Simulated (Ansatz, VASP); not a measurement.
# One calculation of Nb, two programs

File INCAR:

```
SYSTEM = Nb
ALGO = Normal
EDIFF = 1E-8
ENCUT = 520
GGA = CA
ISIF = 2
ISMEAR = -1
LASPH = .TRUE.
LCHARG = .FALSE.
LEFG = .TRUE.
LREAL = .FALSE.
LWAVE = .FALSE.
NBANDS = 12
NELM = 100
PREC = Accurate
SIGMA = 0.08
```

Contents of KPOINTS:

```
k-points
0
G
  13 13 13
  0 0 0
```

The input POSCAR:

```
Nb
1.0
    0.0000000000      2.1150000000      2.1150000000
    2.1150000000      0.0000000000      2.1150000000
    2.1150000000      2.1150000000      0.0000000000
Nb
1
Direct
    0.0000000000      0.0000000000      0.0000000000
```

Input for Ansatz:

```yaml
crystal:
  lattice:
    - [0.0, 2.115, 2.115]
    - [2.115, 0.0, 2.115]
    - [2.115, 2.115, 0.0]
  atoms:
    - { symbol: Nb, position: [0.0, 0.0, 0.0] }
kpoints:
  mp_grid: { grid: [13, 13, 13] }
  band_path:
    path:
      - [0.0, 0.0, 0.0]
      - [0.5, 0.0, 0.5]
      - [0.625, 0.25, 0.625]
      - [0.375, 0.375, 0.75]
      - [0.0, 0.0, 0.0]
      - [0.5, 0.5, 0.5]
      - [0.5, 0.25, 0.75]
      - [0.5, 0.0, 0.5]
    npoints: 5
scf:
  occupations: { method: fermi_dirac, width: 0.08 }
hamiltonian:
  xc: lda
  pseudopotentials: { kind: paw }
output:
  forces: true
  stress: true
  eigenvalues: true
  efg: { contact_densities: true }
```

Alike in both runs: task electric field gradients; functional LDA; k mesh 13 × 13 × 13; occupations fermi-dirac, width 0.08 eV; no spin polarisation.

```csv
,VASP,Ansatz
version,VASP 6.6.1,Ansatz 0.2.0
potentials or method,"VASP PAW LDA potentials, release 64 (Nb_sv)","PAW with Ansatz's default frozen-core files, scalar-relativistic"
plane-wave cutoff (eV),520,420
valence electrons in the cell,13,13
```

VASP gave:

| Property | Result |
| --- | --- |
| pressure (GPa) | -10.4 |
| Vzz of the field gradient on the site that differs most (V/Å²) | 0.0 |

Question: What did Ansatz give for the same quantities?

Answer: Pressure (GPa): -10.3; Vzz of the field gradient on the site that differs most (V/Å²): 0.0.

Ansatz warned: «gradients_without_spin_orbit».
